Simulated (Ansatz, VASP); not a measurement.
Two plane-wave programs on MgO

Contents of INCAR:

```
SYSTEM = MgO
  ALGO = Normal
  EDIFF = 1E-6
  ENCUT = 520
  GGA = PS
  ISIF = 2
  ISMEAR = 0
  LASPH = .True.
  LCHARG = .False.
  LREAL = .False.
  LWAVE = .False.
  NBANDS = 16
  NELM = 100
  PREC = Accurate
  SIGMA = 0.05
```

Contents of KPOINTS:

```
k-points
0
Gamma
  9 9 6
  0 0 0
```

POSCAR

```
MgO
1.0
    3.3034677759      0.0000000000      0.0000000000
   -1.6517338880      2.8608870145      0.0000000000
    0.0000000000      0.0000000000      5.0193881071
Mg O
2 2
Direct
    0.3144580685      0.6289161370      0.0036583441
    0.6855419315      0.3710838630      0.5036583441
    0.3508439502      0.7016879004      0.4009416559
    0.6491560498      0.2983120996      0.9009416559
```

Input for Ansatz:

```yaml
crystal:
  lattice:
    - [3.3034677759, 0.0, 0.0]
    - [-1.651733888, 2.8608870145, 0.0]
    - [0.0, 0.0, 5.0193881071]
  atoms:
    - { symbol: Mg, position: [0.3144580685, 0.628916137, 0.0036583441] }
    - { symbol: Mg, position: [0.6855419315, 0.371083863, 0.5036583441] }
    - { symbol: O, position: [0.3508439502, 0.7016879004, 0.4009416559] }
    - { symbol: O, position: [0.6491560498, 0.2983120996, 0.9009416559] }
basis:
  ecutwfc: 520.0
kpoints:
  mp_grid: { grid: [9, 9, 6] }
hamiltonian:
  xc: pbesol
  pseudopotentials: { kind: paw, azcp: { folder: soft_1 } }
scf:
  occupations: { method: gaussian, width: 0.05 }
output:
  forces: true
  stress: true
  eigenvalues: true
```

Change from the starting cell: mode 4 frozen in at -0.000 Å and mode 5 at -0.108 Å (largest displacements).

Alike in both runs: task single point; functional PBEsol; k mesh 9 × 9 × 6; occupations gaussian, width 0.05 eV; no spin polarisation.

```csv
,VASP,Ansatz
version,VASP 6.6.1,Ansatz 0.2.0
potentials or method,"VASP PAW PBE potentials, release 64 (Mg, O)","scalar-relativistic, plane waves, PAW"
plane-wave cutoff (eV),520,520
valence electrons in the cell,16,32
```

Ansatz gave:

* gap on the k mesh at the Fermi level (eV): 3.28
* least direct gap on the mesh (eV): 3.28
* pressure (GPa): -0.2
* largest component of the traceless stress (GPa): 0.56
* rms of the force components (eV/Å): 0.164

**Question.** What did VASP give for the same quantities?

**Answer.** gap on the k mesh at the Fermi level (eV): 3.27; least direct gap on the mesh (eV): 3.27; pressure (GPa): -0.5; largest component of the traceless stress (GPa): 0.57; rms of the force components (eV/Å): 0.166.

Atom by atom the forces differ by 0.002 eV/Å (rms over components). With one functional, cell and mesh, what is left measures potentials, basis and numerics. The two sets of potentials don't hold the same shells in valence. Ansatz warned: «pseudo_functional_mismatch».

Caveats: the PAW data sets were made with another functional, which shifts forces and pressure a little (VASP); an odd mesh through Γ misses points on the zone boundary, where band edges often lie.
